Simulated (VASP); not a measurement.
A run of VASP 6.6.1 is set up as follows.

The input INCAR:

```
PREC = Accurate
ENCUT = 520
EDIFF = 1E-7
ISMEAR = 0
SIGMA = 0.02
LREAL = False
LASPH = True
NELM = 100
ALGO = Fast
ISIF = 2
LWAVE = False
LCHARG = False
GGA = PE
NBANDS = 15
```

The input KPOINTS:

```
Automatic mesh
0
Gamma
  6 6 6
```

File POSCAR:

```
BaS
1.0
    0.0000000000      3.4258277582      3.4258277582
    3.4258277582      0.0000000000      3.4258277582
    3.4258277582      3.4258277582      0.0000000000
Ba S
1 1
Direct
    0.0000000000      0.0000000000      0.0000000000
    0.7500000000      0.7500000000      0.7500000000
```

Potentials or basis: VASP PAW PBE potentials, release 64 (Ba_sv, S).

The run is started by

```bash
$ cat potpaw_PBE.64/Ba_sv/POTCAR potpaw_PBE.64/S/POTCAR > POTCAR
$ mpirun -np 1 vasp_std > vasp.out
```

(1) Predict the pressure.

(2) Predict the band gap on the k mesh.

Answers

(1) 3.1 GPa.

(2) 2.88 eV, indirect (least direct gap 3.43 eV).

Caveat: spin-orbit coupling is left out, which moves the levels of the heavy elements.
